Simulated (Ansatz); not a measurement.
## SnO2 under pressure

These are results of Ansatz, DFT PBE, scalar-relativistic, plane waves, PAW, not measurements. Settings: 420 eV cutoff, 6×6×8 k-mesh, Gaussian smearing of 0.02 eV, no spin polarisation.

Reference structure (relaxed):

```
Sn O
1.0
     4.82719    0.00000    0.00000
     0.00000    4.82719    0.00000
     0.00000    0.00000    3.23815
Sn O
2 4
Direct
  0.50000 0.50000 0.50000
  0.00000 0.00000 0.00000
  0.19342 0.80658 0.50000
  0.80658 0.19342 0.50000
  0.30658 0.30658 0.00000
  0.69342 0.69342 0.00000
```

Cell and atoms are relaxed at each pressure within the symmetry of the start, at zero temperature, so transitions that lower the symmetry aren't seen. The k-mesh given is that at zero pressure and may differ at others. a, b and c are the lengths of the cell vectors above. ΔH is E + PV over the energy at zero pressure. Gaps are Kohn–Sham gaps over the whole zone.

```csv
P (GPa),V (Å³/atom),V/V0,a (Å),b (Å),c (Å),ΔH (eV/atom),gap (eV)
-1,12.65,1.006,4.839,4.839,3.242,-0.079,0.62
0,12.58,1.000,4.827,4.827,3.238,0.000,0.68
1,?,?,?,?,?,?,?
4,12.30,0.978,4.783,4.783,3.226,0.310,0.90
12,?,?,?,?,?,?,?
25,11.25,0.895,4.613,4.613,3.173,1.848,1.88
50,10.45,0.831,4.476,4.476,3.129,3.537,2.81
90,9.58,0.761,4.316,4.316,3.085,6.030,3.99
```

Question: What stands in the row for 1 GPa?

Answer: V 12.50 Å³/atom; V/V0 0.994; a 4.816 Å; b 4.816 Å; c 3.234 Å; ΔH 0.078 eV/atom; gap 0.74 eV.

Question: What stands in the row for 12 GPa?

Answer: V 11.83 Å³/atom; V/V0 0.941; a 4.708 Å; b 4.708 Å; c 3.203 Å; ΔH 0.913 eV/atom; gap 1.30 eV.